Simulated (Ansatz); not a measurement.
# MoP (P-6m2) in Ansatz: notebook

The runs below take MoP through single point, relaxation of cell and atoms, with PBE, BLYP+D3(BJ), BLYP.

Everything below comes from runs of Ansatz 0.2.0. Logs are shortened: lines on timing, memory, paths and dates and some standing lists are left out, and cuts for length are marked.

**1. Starting point**

Symmetry: P-6m2, No. 187, hexagonal system. Conventional cell: a = 3.223 Å, b = 3.223 Å, c = 3.191 Å, α = 90.00°, β = 90.00°, γ = 120.00°. Mo (site symmetry -6m2) has 6 P at 2.45 Å as nearest neighbours. P (site symmetry -6m2) is surrounded by 6 Mo at 2.45 Å.

**2. Single point, PBE**

input.yaml

```yaml
crystal:
  lattice:
    - [3.223, 0.0, 0.0]
    - [-1.6115, 2.7911998764, 0.0]
    - [0.0, 0.0, 3.191]
  atoms:
    - { symbol: Mo, position: [0.0, 0.0, 0.0] }
    - { symbol: P, position: [0.3333333333, 0.6666666667, 0.5] }
kpoints:
  mp_grid: { grid: [10, 10, 8] }
scf:
  occupations: { method: gaussian, width: 0.029 }
hamiltonian:
  xc: pbe
  pseudopotentials: { kind: all_electron, lapw: { basis_error: 0.001 } }
output:
  forces: true
  stress: true
  eigenvalues: true
```

Potentials or basis: all-electron LAPW, scalar-relativistic.

Started as:

```sh
ansatz run input.yaml --threads 1 --pin off --max-ram 3072MiB --backend cpu --events-out ev --progress --plain --runs-dir out
```

The program printed:

```text
Warning: RAYON_NUM_THREADS=1 ignored (pool sized by the plan → 1); use --threads N
LAPW: plane waves up to 8.159 Å⁻¹, error target 1.0e-3 eV per atom; small_component_spin mean_spin; P in spheres of 1.092 Å, 13 of its electrons in bands, Dirac shells []; Mo in spheres of 1.359 Å, 30 of its electrons in bands, Dirac shells [] (how accurate: hamiltonian.pseudopotentials.lapw.basis_error, Limitations)
Engine: ansatz 0.2.0, x86_64-unknown-linux-gnu
Pseudopotentials: kind: all_electron
Pseudopotential: Mo, LAPW, valence charge 30, lapw/all_electron/scalar/gaussian/Mo, Koelling and Harmon's equation, gaussian nucleus
Pseudopotential: P, LAPW, valence charge 13, lapw/all_electron/scalar/gaussian/P, Koelling and Harmon's equation, gaussian nucleus
Functional definition: PBE
  parameter kappa = 0.804
  parameter beta = 0.06672455060314922
  exchange = pbe_x(kappa = kappa, mu = beta*pi^2/3)
  correlation = pbe_c(beta = beta)
Crystal: 2 atoms, lattice volume = 28.706 Å³
Basis set: ecut = 253.62932429670153 eV, 255 PW (Γ), exchange–correlation at level 2
Bands: 26, of which v1, the nominal top of the filled ones, is band 22 counted from 1 (21 counted from 0)
Symmetry: 12 space group operations
Space group: P-6m2 (ITA 187), of the structure as read, at distance tolerance 3.1e-5 Å
k-points: 70 of 800 (time reversal used)
Non-local potential: Mo, projectors of the file, none
Non-local potential: P, projectors of the file, none
Initial density: superposition of atomic densities (chi_scale 0.1, normalization cell, long waves kept (reshape's long-wave potential 0.00 eV rms))
Initial wavefunctions: plane waves of lowest kinetic energy (no species holds an atomic orbital)
Functional: x = pbe(κ = 0.804, μ = 0.2195149727645171), c = pbe(β = 0.06672455060314922)
iter 1 solved again at ethr=3.68e-3 eV; its pass at ethr=1.00e-1 eV (dr2=1.58e0 eV) is discarded
SCF iter   1: F=—  HF=-119489.137698 eV  |F-HF|=—  |Δ(HF+E_count)|=         —  Δρ=6.52e-2  dr2=1.59e0  ethr=3.68e-3  ⟨swp⟩=2.0  Hψ=11611  notcnv=0
preconditioner: auto → none  [insulator: Δε(μ)=0.041 eV  Ē_g=9.260 eV  σ=0.029 eV  W_gap=0.67  n_scr=8 (ndim 8)  ℏωp=23.0 eV  f_vac=0.000  D(μ)=0.58/eV (n_scr^D=0)  ε∞_Penn≈7.2]
SCF iter   2: F=—  HF=-119488.780119 eV  |F-HF|=—  |Δ(HF+E_count)|=   3.58e-1  Δρ=5.17e-2  dr2=1.29e0  ethr=3.68e-3  ⟨swp⟩=3.0  Hψ=5608  notcnv=0
iter 3 solved again at ethr=6.09e-5 eV; its pass at ethr=3.00e-3 eV (dr2=2.62e-2 eV) is discarded
SCF iter   3: F=—  HF=-119488.204011 eV  |F-HF|=—  |Δ(HF+E_count)|=   5.76e-1  Δρ=1.29e-2  dr2=2.61e-2  ethr=6.09e-5  ⟨swp⟩=2.0  Hψ=9102  notcnv=0
SCF iter   4: F=—  HF=-119488.195168 eV  |F-HF|=—  |Δ(HF+E_count)|=         —  Δρ=2.51e-3  dr2=2.76e-3  ethr=6.07e-5  ⟨swp⟩=2.3  Hψ=5625  notcnv=0
the basis was enlarged: its passes take 2.7 MiB over the memory plan, 1 of 1 planned eigensolver slots
SCF iter   5: F=—  HF=-119488.193204 eV  |F-HF|=—  |Δ(HF+E_count)|=   1.96e-3  Δρ=5.12e-4  dr2=6.12e-5  ethr=6.42e-6  ⟨swp⟩=2.0  Hψ=5293  notcnv=0
SCF iter   6: F=—  HF=-119488.193164 eV  |F-HF|=—  |Δ(HF+E_count)|=   3.97e-5  Δρ=1.92e-4  dr2=1.14e-5  ethr=1.42e-7  ⟨swp⟩=2.0  Hψ=5291  notcnv=0
SCF iter   7: F=—  HF=-119488.193158 eV  |F-HF|=—  |Δ(HF+E_count)|=   6.51e-6  Δρ=2.43e-5  dr2=1.65e-7  ethr=2.66e-8  ⟨swp⟩=2.0  Hψ=5291  notcnv=0
SCF iter   8: F=-119488.193158 eV  HF=-119488.193158 eV  |F-HF|=4.22e-10  |Δ(HF+E_count)|=   1.05e-7  Δρ=1.95e-6  dr2=4.42e-10  ethr=3.83e-10  ⟨swp⟩=2.0  Hψ=5292  notcnv=0
SCF 1 converged in 8 iterations: F = -119488.193158 eV  dr2 = 4.42e-10
SCF converged after 8 iterations
Free energy (F): -119488.193158 eV
Harris-Foulkes:  -119488.193158 eV  (|F-HF|=4.22e-10)
Internal energy: -119488.193002 eV  (E = F + TS)
E sigma→0 (E₀):  -119488.193080 eV
Entropy (-TS):   -0.000155 eV (-0.078 meV/atom)
Fermi energy:    19.218070 eV
--- Per-component energies (eV) ---
  E_band       = -5052.519828
  E_kinetic    = 123521.869816
  E_xc         = -4005.573031
  E_electrostatic = -239004.489787  (all electrons and nuclei)
  E_smearing   = -0.000155  (= −TS)
  E_closure    = 0.000000  (closes the sum)
  E_atoms      = -119470.547489  (free atoms, spherical and without spin; not in F)
  Σ components = -119488.193158   (vs F -119488.193158, Δ=0.00e0)
  Basis errors (estimates in eV, not in F): energy 3.8e-4 per atom: plane waves 3.4e-4 (1.9e-4 summed), levels above the bands 0.0e0, relativity 3.3e-8, radial functions 3.8e-5, core shells 1.8e-7; eigenvalues (radial functions only) 1.5e-6; not estimated: angular momenta, meshes, grids; target (lapw.basis_error) 1.0e-3; muffin-tin radii P 1.092 Å, Mo 1.359 Å
--- Forces (eV/Å), atoms counted from 1 ---
  atom   1  Mo     0.00000000     0.00000000     0.00000000
  atom   2  P      0.00000000     0.00000000     0.00000000
  max |Σ_I F_I| component: 4.63e-18 eV/Å
--- Stress (GPa, compression-positive) ---
        2.826784      -0.000000       0.000000
       -0.000000       2.826784       0.000000
        0.000000       0.000000       2.034975
  P = ⅓ Tr σ = 2.5628 GPa (25.628 kbar)
--- Band table (eV; the first three rows and the last of 70) ---
  k-point 0: bands = ["-356.7592", "-356.7148", "-356.7148", "-198.6417", "-198.6083", "-198.6083", "-198.5880", "-198.5880", "-149.7218", "-100.2073", "-100.2073", "-100.1961", "-41.9772", "-16.1306", "-15.9146", "-15.9146", "5.2907", "15.0425", "15.9208", "15.9208", "18.5079", "19.4911", "19.4911", "23.3468", "23.3468", "24.7699"]
  k-point 1: bands = ["-356.7592", "-356.7148", "-356.7148", "-198.6417", "-198.6083", "-198.6083", "-198.5880", "-198.5880", "-149.7218", "-100.2073", "-100.2073", "-100.1961", "-41.9742", "-16.1747", "-15.9108", "-15.9108", "5.5423", "14.7098", "16.0372", "16.0372", "18.4461", "18.9172", "18.9172", "23.7287", "23.7287", "24.9789"]
  k-point 2: bands = ["-356.7592", "-356.7148", "-356.7148", "-198.6417", "-198.6083", "-198.6083", "-198.5880", "-198.5880", "-149.7218", "-100.2073", "-100.2073", "-100.1961", "-41.9670", "-16.2797", "-15.9016", "-15.9016", "6.2395", "13.5834", "16.3255", "16.3255", "18.0076", "18.0076", "18.9065", "23.4814", "23.4814", "25.5227"]
  k-point 69: bands = ["-356.7592", "-356.7148", "-356.7148", "-198.6417", "-198.6083", "-198.6083", "-198.5880", "-198.5880", "-149.7218", "-100.2074", "-100.2073", "-100.1962", "-41.9219", "-16.3394", "-16.1419", "-16.0751", "8.3569", "12.4461", "13.4896", "15.9355", "17.8255", "20.8303", "22.4782", "22.7617", "23.7081", "24.7893"]
```

It took 44 s on 1 thread of Intel Xeon at 2.50GHz (Skylake/Cascade Lake), shared host; peak memory 0.34 GiB.

Results:

```yaml
Free_energy: -119488.1932 eV
Pressure: 2.6 GPa
Band_gap_on_the_k_mesh: none (metal or under the smearing width)
```

Levels at points of the mesh, in eV from the Fermi level:
| k point | band 19 | band 20 | band 21 | band 22 | band 23 | band 24 | band 25 | band 26 |
| --- | --- | --- | --- | --- | --- | --- | --- | --- |
| (0.00, 0.00, 0.00) | -3.30 | -3.30 | -0.71 | 0.27 | 0.27 | 4.13 | 4.13 | 5.55 |
| (0.00, 0.00, -0.50) | -2.72 | -2.72 | -1.67 | -1.67 | 1.33 | 2.93 | 2.93 | 7.89 |
| (0.00, -0.50, 0.00) | -3.94 | -3.73 | -1.27 | -0.43 | 1.72 | 2.37 | 4.64 | 6.11 |
| (0.00, -0.50, -0.50) | -5.29 | -4.43 | -1.04 | 1.44 | 1.85 | 3.55 | 5.06 | 6.18 |

**3. Single point, PBE**

input.yaml: that of step 2 with these lines changed.

```diff
@@ -11,3 +11,3 @@
 scf:
-  occupations: { method: gaussian, width: 0.029 }
+  occupations: { method: gaussian, width: 0.1 }
 hamiltonian:
```

Potentials or basis: all-electron LAPW, scalar-relativistic.

Started as:

```sh
ansatz run input.yaml --threads 1 --pin off --max-ram 3072MiB --backend cpu --events-out ev --progress --plain --runs-dir out
```

Wall time 41 s (1 thread of Intel Xeon at 2.50GHz (Skylake/Cascade Lake), shared host); peak memory 0.34 GiB.

Results (log left out):

| Item | Value |
| --- | --- |
| Free energy | -119488.1941 eV |
| Pressure | 2.6 GPa |
| Band gap on the k mesh | none (metal or under the smearing width) |

Stress tensor (GPa, compression positive):
```
2.78 0.00 0.00
0.00 2.78 0.00
0.00 0.00 2.17
```

Levels at points of the mesh, in eV from the Fermi level:
```csv
k point,band 20,band 21,band 22,band 23,band 24,band 25
"(0.00, 0.00, 0.00)",-3.28,-0.70,0.29,0.29,4.14,4.14
"(0.00, 0.00, -0.50)",-2.71,-1.66,-1.66,1.35,2.95,2.95
"(0.00, -0.50, 0.00)",-3.71,-1.26,-0.41,1.74,2.38,4.65
"(0.00, -0.50, -0.50)",-4.42,-1.02,1.45,1.86,3.57,5.08
```

**4. Relaxation of cell and atoms, BLYP+D3(BJ)**

input.yaml: that of step 3 with these lines changed.

```diff
@@ -11,5 +11,6 @@
 scf:
-  occupations: { method: gaussian, width: 0.1 }
+  occupations: { method: fermi_dirac, width: 0.05 }
 hamiltonian:
-  xc: pbe
+  xc: blyp
+  dispersion: d3bj
   pseudopotentials: { kind: all_electron, lapw: { basis_error: 0.001 } }
@@ -18,2 +19,5 @@
   stress: true
-  eigenvalues: true
+relax:
+  f_tol: 0.01
+  max_steps: 60
+  cell: {}
```

Started as:

```sh
ansatz run input.yaml --threads 1 --pin off --max-ram 3072MiB --backend cpu --events-out ev --progress --plain --runs-dir out
```

It took 2.4 min on 1 thread of Intel Xeon at 2.50GHz (Skylake/Cascade Lake), shared host; peak memory 0.36 GiB.

The run converged. Its results:

| Item | Value |
| --- | --- |
| Free energy | -119507.7435 eV |
| Relaxed volume | 14.17 Å³/atom |
| Relaxed cell | a = 3.211 Å, b = 3.211 Å, c = 3.175 Å, α = 90.00°, β = 90.00°, γ = 120.00° |
| Space group after relaxing (to 0.05 Å) | P-6m2 (No. 187) |
| Energy gained by relaxing | 1.7 meV/atom |
| Ionic steps | 5 |
| Pressure after relaxing | 0.0 GPa |

The path:
```tsv
step	energy change (eV)	largest force (eV/Å)	volume (Å³)
1	0.0000	0.0000	28.71
2	-0.0032	0.0000	28.27
3	-0.0034	0.0000	28.35
4	-0.0034	0.0000	28.34
5	-0.0034	0.0000	28.34
```

Final structure:
```xyz
2
Lattice="3.2107 0.0000 0.0000 -1.6053 2.7805 0.0000 0.0000 0.0000 3.1749" Properties=species:S:1:pos:R:3 pbc="T T T"
Mo    0.0000    0.0000    0.0000
P     0.0000    1.8537    1.5875
```

**5. Relaxation of cell and atoms, BLYP**

input.yaml: that of step 4 with these lines changed.

```diff
@@ -14,3 +14,2 @@
   xc: blyp
-  dispersion: d3bj
   pseudopotentials: { kind: all_electron, lapw: { basis_error: 0.001 } }
@@ -20,3 +19,3 @@
 relax:
-  f_tol: 0.01
+  f_tol: 0.005
   max_steps: 60
```

Started as:

```sh
ansatz run input.yaml --threads 1 --pin off --max-ram 3072MiB --backend cpu --events-out ev --progress --plain --runs-dir out
```

It took 2.7 min on 1 thread of Intel Xeon at 2.50GHz (Skylake/Cascade Lake), shared host; peak memory 0.36 GiB.

It converged, with:

```
Free energy                            : -119504.9650 eV
Relaxed volume                         : 15.31 Å³/atom
Relaxed cell                           : a = 3.310 Å, b = 3.310 Å, c = 3.226 Å, α = 90.00°, β = 90.00°, γ = 120.00°
Space group after relaxing (to 0.05 Å) : P-6m2 (No. 187)
Energy gained by relaxing              : 38.4 meV/atom
Ionic steps                            : 6
Pressure after relaxing                : 0.0 GPa
```

Step by step:
| step | energy change (eV) | largest force (eV/Å) | volume (Å³) |
| --- | --- | --- | --- |
| 1 | 0.0000 | 0.0000 | 28.71 |
| 2 | -0.0577 | 0.0000 | 31.17 |
| 3 | -0.0765 | 0.0000 | 30.72 |
| 4 | -0.0767 | 0.0000 | 30.62 |
| 5 | -0.0767 | 0.0000 | 30.61 |
| 6 | -0.0767 | 0.0000 | 30.61 |

Final structure:
```yaml
crystal:
  lattice:
    - [3.31032, 0.00000, 0.00000]
    - [-1.65516, 2.86682, 0.00000]
    - [0.00000, 0.00000, 3.22565]
  atoms:
    - { symbol: Mo, position: [0.00000, 0.00000, 0.00000] }
    - { symbol: P, position: [0.33333, 0.66667, 0.50000] }
```

BLYP gives volumes clearly too large for solids. Zero-point motion and thermal expansion aren't in these numbers.

**6. The runs side by side**

```tsv
task	level	cell	cutoff (eV)	smearing	gap on the mesh (eV)	pressure (GPa)	relaxed volume (Å³/atom)
single point	PBE	as given	254	gaussian 0.029 eV	none	2.6	-
single point	PBE	as given	254	gaussian 0.1 eV	none	2.6	-
relaxation of cell and atoms	BLYP+D3(BJ)	relaxed	-	fermi-dirac 0.05 eV	-	0.0	14.17
relaxation of cell and atoms	BLYP	relaxed	-	fermi-dirac 0.05 eV	-	0.0	15.31
```

Alike in all rows: potentials or basis all-electron LAPW, scalar-relativistic; no spin polarisation; k mesh 10 × 10 × 8; basis error allowed 0.001 eV/atom.

Compare energies only between runs with the same functional and basis.
